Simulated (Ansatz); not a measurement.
## TaSi$_{2}$: how the free axis answers a strain

TaSi$_{2}$, P6_422, a = 4.761 Å, c = 6.556 Å. The structure is a COD entry; whether it is the stable form wasn't checked. Ansatz: PBEsol, PAW, 420 eV, Γ-centred 12×12×6 mesh on 9 atoms, Gaussian smearing 0.10 eV; no spin polarisation. Series: biaxial strain in the a-b plane, c and atoms relaxed; x is the strain in per cent. y is the change of c in per cent of 6.556 Å.

| x (%) | y (%) |
| --- | --- |
| -4.0 | ? |
| -2.0 | 0.90 |
| 0.0 | 0.00 |
| 2.0 | -0.81 |
| 4.0 | -1.45 |

**Question.** Fit y = c1 x + c2 x² to the other rows, say what c1 measures, and predict the missing y.

**Answer.** Least squares on the rows shown. y = −0.4239 x + 0.01489 x². With no stress along c, c1 = −2C13/C33 = -0.424. At x = -4.0 the fit asked for gives 1.93 %. The run gave 1.96 %, so the fit is 0.03 % too low, a small miss on the scale of the series. The form still works here, 33 % of the fitted range beyond its end.

Spin–orbit coupling is left out, which can shift energies with elements as heavy as these.